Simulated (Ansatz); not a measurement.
MgS (Niningerite):

```xyz
2
Lattice="0.0000 2.6016 2.6016 2.6016 0.0000 2.6016 2.6016 2.6016 0.0000" Properties=species:S:1:pos:R:3 pbc="T T T"
S     2.6016    2.6016    2.6016
Mg    0.0000    0.0000    0.0000
```

Base run:

- Program: Ansatz 0.2.0
- Functional: PBEsol
- Dispersion: D3(BJ)
- Potentials or basis: all-electron LAPW, scalar-relativistic
- Cutoff: 184 eV (chosen from the basis error)
- Basis error allowed: 0.001 eV/atom
- k mesh: 9 × 9 × 9
- Occupations: gaussian, width 0.1 eV
- Spin: no spin polarisation

Its results: band gap on the k mesh 2.83 eV, indirect (least direct gap 3.59 eV); pressure -3.8 GPa.

**Question.** After a change of settings the same cell gave: band gap on the k mesh 2.83 eV, indirect (least direct gap 3.59 eV); pressure -1.0 GPa. Which change was it?
A. functional from PBEsol to RPBE
B. dispersion from D3(BJ) to none; occupations from gaussian, width 0.1 eV to gaussian, width 0.02 eV
C. functional from PBEsol to RPBE; dispersion from D3(BJ) to none

**Answer.** B.

Caveats: the mesh misses the band edges, which the band path finds closer together (some runs); an odd mesh through Γ misses points on the zone boundary, where band edges often lie (some runs).

Runs at the PBE level aren't shown here.
